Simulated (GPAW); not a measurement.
# C (C2/m) in GPAW: equation of state

How stiff is C in PBE, and what volume does it want? The cell is scaled to several volumes.

Everything below comes from runs of GPAW 26.7.0. Logs are shortened: lines on timing, memory, paths and dates and some standing lists are left out, and cuts for length are marked. The log counts tension as positive stress, the text compression.

## 1. The structure

The structure is monoclinic, space group C2/m (No. 12). Conventional cell: a = 4.255 Å, b = 2.457 Å, c = 3.765 Å, α = 90.00°, β = 111.49°, γ = 90.00°. Around C (site symmetry m) lie 3 C at 1.42 Å.

This is a stacking variant of graphite.

## 2. Equation of state, PBE

run.py reads:

```python
from ase import Atoms
from ase.eos import EquationOfState
from ase.io import Trajectory
from ase.units import GPa
from gpaw import GPAW, PW

atoms = Atoms(['C', 'C'],
              cell=[[2.1273203072, -1.22828244, 0.0],
                    [2.1273203072, 1.22828244, 0.0],
                    [-1.3790696309, 0.0, 3.5028300786]],
              scaled_positions=[[0.16664447, 0.16664447, 0.99990696],
                                [0.83335553, 0.83335553, 0.00009304]],
              pbc=True)

traj = Trajectory('eos.traj', 'w')
volumes, energies = [], []
for x in [0.94, 0.96, 0.98, 1.0, 1.02, 1.04, 1.06]:
    a = atoms.copy()
    a.set_cell(atoms.cell * x**(1 / 3), scale_atoms=True)
    calc = GPAW(mode=PW(800),
                xc='PBE',
                kpts={'size': (13, 13, 8), 'gamma': True},
                occupations={'name': 'fermi-dirac', 'width': 0.05},
                nbands=11,
                convergence={'density': 1e-05, 'energy': 1e-05},
                maxiter=150,
                txt=f'eos-{x:.2f}.txt')
    a.calc = calc
    energies.append(a.get_potential_energy(force_consistent=True))
    volumes.append(a.get_volume())
    p = -a.get_stress()[:3].mean() / GPa
    calc.write(f'eos-{x:.2f}.gpw')
    traj.write(a)
    print(f'{x:.2f} {volumes[-1]:10.4f} A^3 {energies[-1]:14.6f} eV {p:9.3f} GPa', flush=True)

v0, e0, B = EquationOfState(volumes, energies, eos='birchmurnaghan').fit()
print(f'V0 = {v0:.4f} A^3, E0 = {e0:.6f} eV, B0 = {B / GPa:.2f} GPa')
```

Potentials or basis: GPAW PAW data sets (gpaw-data 1.2.1), pw.

On the command line:

```sh
$ OMP_NUM_THREADS=1 python run.py
```

The log of the run:

```text
__  _  _
 | _ |_)|_||  |
 |__||  | ||/\| - 26.7.0

Input parameters:
  mode=PW(ecut=800.0),
  convergence={'density': 1e-05, 'energy': 1e-05},
  kpts=MonkhorstPack(size=(13, 13, 8), gamma=True),
  maxiter=150,
  nbands=11,
  occupations=Occupations(name='fermi-dirac', width=0.05),
  xc=XC(name='PBE')

Diagonalizing LCAO Hamiltonian
Converting LCAO to pw mode

       C

                 C

Atoms  # Å, Bohr magnetons
|   | symbol |         x |         y |        z |    initial magnetic moments |
|---|--------|-----------|-----------|----------|-----------------------------|
| 0 |      C | -0.656253 | -0.000000 | 3.431004 | ( 0.0000,  0.0000,  0.0000) |
| 1 |      C |  3.473123 |  0.000000 | 0.000319 | ( 0.0000,  0.0000,  0.0000) |

Unit cell  # Å
| periodic |         x |         y |        z |  lengths |     angles |
|----------|-----------|-----------|----------|----------|------------|
|      yes |  2.083893 | -1.203208 | 0.000000 | 2.406309 | 108.496630 |
|      yes |  2.083893 |  1.203208 | 0.000000 | 2.406309 | 108.496630 |
|      yes | -1.350917 |  0.000000 | 3.431324 | 3.687677 |  60.002969 |

Number of symmetries: 4
Symmetry operations  # r_c * U_cc + t_c -> r_c
|   | kind |            matrix            |
|---|------|------------------------------|
| 0 |  E   |  1, 0, 0,  0, 1, 0,  0, 0, 1 |
| 1 |  σ   |  0, 1, 0,  1, 0, 0,  0, 0, 1 |
| 2 |  C2  |  0,-1, 0, -1, 0, 0,  0, 0,-1 |
| 3 |  i   | -1, 0, 0,  0,-1, 0,  0, 0,-1 |

BZ-sampling:
  Number of BZ points: 1352
  Number of IBZ points: 371

  Monkhorst-Pack size: [13, 13, 8]
  Monkhorst-Pack shift: [0.0, 0.0, 0.0625]

K-points  # in reciprocal-cell coordinates
|     |                                coordinates |     weight |
|-----|--------------------------------------------|------------|
|   0 | (  0.00000000,   0.00000000,   0.00000000) | 0.00073964 |
|   1 | (  0.00000000,   0.00000000,   0.12500000) | 0.00147929 |
|   2 | (  0.00000000,   0.00000000,   0.25000000) | 0.00147929 |
|   3 | (  0.00000000,   0.00000000,   0.37500000) | 0.00147929 |
|   4 | (  0.00000000,   0.00000000,   0.50000000) | 0.00073964 |
|   5 | (  0.07692308,  -0.07692308,   0.00000000) | 0.00147929 |
|   6 | (  0.07692308,  -0.07692308,   0.12500000) | 0.00295858 |
|   7 | (  0.07692308,  -0.07692308,   0.25000000) | 0.00295858 |
|   8 | (  0.07692308,  -0.07692308,   0.37500000) | 0.00295858 |
|   9 | (  0.07692308,  -0.07692308,   0.50000000) | 0.00147929 |
| ... |                                            |            |
| 370 | (  0.46153846,   0.46153846,   0.50000000) | 0.00147929 |

Plane wave coefficients: 903
Cutoff: 800.0 eV

Spin-components: 1 (collinear spins)
Bands:           11
Projectors:      10
Spin-degeneracy: 2
Datatype:        complex128

Density:
  Valence electrons: 8.0
  Components: 1
  Grid points: [16 16 25]
  Charge: 0.0  # |e|

Potential:
  Grid points: [16 16 25]

species:
  C:
    name:    Carbon
    Z:       6.0
    valence: 4
    core:    2
    charge:  0.0  # [|e|]
    compensation charges:
      type: gauss
      rc: 0.20  # [Å]
      lmax: 2
    cutoffs:
      filter: 1.14  # [Å]
      core: 1.14  # [Å]
    projectors
    | kind |    occ | energy [eV] | rcut [Å] |
    |------|--------|-------------|----------|
    |   2s |  2.000 |     -13.751 |    0.635 |
    |   2p |  2.000 |      -5.284 |    0.635 |
    |    s |        |      13.461 |    0.635 |
    |    p |        |      21.927 |    0.635 |
    |    d |        |       0.000 |    0.635 |

    Using partial waves for C as LCAO basis

Reference energy: -2055.256231  # eV

eigensolver:
  PPCG
  Converge bands: occupied
  niter=2

density mixing:
  MSR1-Mixer
  Pratt-step length: 0.05
  Maximum mixing coefficient: 0.75
  Old densities: 10
  SVD Regularization: 0.005
  Good broyden scale: 1.0
  Trust region scale: 1.0
  Backstep threshold: 4.0
  History deletion threshold: 6.0
  Fourier metric: weight=20.0, sigma=0.015

occupation numbers:
  Fermi-Dirac:
    width: 0.0500  # eV

poisson solver:
  ecut: 6400.0  # eV

xc functional:
  name: PBE with 2 nearest neighbor stencil

convergence criteria:
- Maximum integral of absolute [dens]ity change: 1e-05 electrons / valence electron
- Maximum [total energy] change in last 3 cyles: 1e-05 eV / valence electron
- Maximum integral of absolute [eigenst]ate change: 4e-08 eV^2 / valence electron
maximum number of iterations: 150

SCF iterations
|iter     | |      energy | eigst |  dens |
|---------|-|-------------|-------|-------|
|iter:   1| |  -19.581054 | +0.66 |       |
|iter:   2| |  -19.411930 | -1.60 | -0.72 |
|iter:   3| |  -18.346072 | -0.99 | -0.75 |
|iter:   4| |  -18.351189 | -2.53 | -1.59 |
|iter:   5| |  -18.353540 | -3.86 | -2.03 |
|iter:   6| |  -18.353547 | -5.79 | -3.25 |
|iter:   7| |  -18.353549c| -6.89 | -3.66 |
|iter:   8| |  -18.353549c| -7.78c| -4.92 |
|iter:   9| |  -18.353549c| -8.47c| -5.37c|

Converged in 9 steps
Energy contributions relative to reference atoms: (reference = -2055.256231)

Energy contributions:
  Kinetic:          24.841868
  Coulomb:         -23.689197
  Zero:              0.039401
  External:          0.000000
  Xc:              -19.545620
  Entropy:          -0.000001
  Spinorbit:         0.000000
  ----------------------------
  Free energy:     -18.353549
  Extrapolated:    -18.353549

dipole moment: (0.000001, -0.000000, 0.000002)  # |e|*Ang

Fermi level: 6.527
Eigenvalues  # (at kpt = [0.000, 0.000, 0.000])
| band index |      eig [eV] | occ [0-2] |
|------------|---------------|-----------|
|          0 |       -13.762 |     2.000 |
|          1 |        -0.743 |     2.000 |
|          2 |         3.478 |     2.000 |
|          3 |         3.482 |     2.000 |
|          4 |        10.281 |     0.000 |
|          5 |        15.307 |     0.000 |
|          6 |        15.310 |     0.000 |
|          7 |        18.744 |     0.000 |
|          8 |        20.772 |     0.000 |
|          9 |        30.127 |     0.000 |
|         10 |        31.631 |     0.000 |

Gap: 0.951 eV
Transition (v -> c):
  (s=0, k=116, n=3, [0.31, -0.31, 0.00]) -> (s=0, k=196, n=4, [0.38, -0.31, 0.38])
Direct/indirect transitions are different
Direct gap: 0.962 eV
Transition at: (s=0, k=116, n=3, [0.31, -0.31, 0.00])

Stress tensor  # eV/Ang^3
|         x |         y |         z |
|-----------|-----------|-----------|
| -0.206443 |  0.000000 |  0.000233 |
|  0.000000 | -0.205962 |  0.000000 |
|  0.000233 |  0.000000 | -0.013904 |

# Writing to eos-0.94.gpw (mode='')
```

It took 6.2 min on 1 thread of Arm Neoverse V2, shared host; peak memory 0.28 GiB.

Results:

- Equilibrium volume: 9.30 Å³/atom
- Bulk modulus at fixed shape and positions: 263 GPa
- Pressure derivative of the bulk modulus: 3.5

Energy against volume, from the lowest point:
```
volume (Å³/atom)  energy (meV/atom)
           8.604              47.36
           8.787              24.75
           8.970               9.77
           9.153               1.67
           9.336               0.00
           9.519               4.12
           9.702              13.55
```

Caveat: the cell was scaled at fixed shape and fractional positions, which overstates the stiffness of a crystal with free parameters, most of all of layers and chains; this functional lacks dispersion, which binds the layers, so the pressure and a relaxed spacing across them are unreliable.
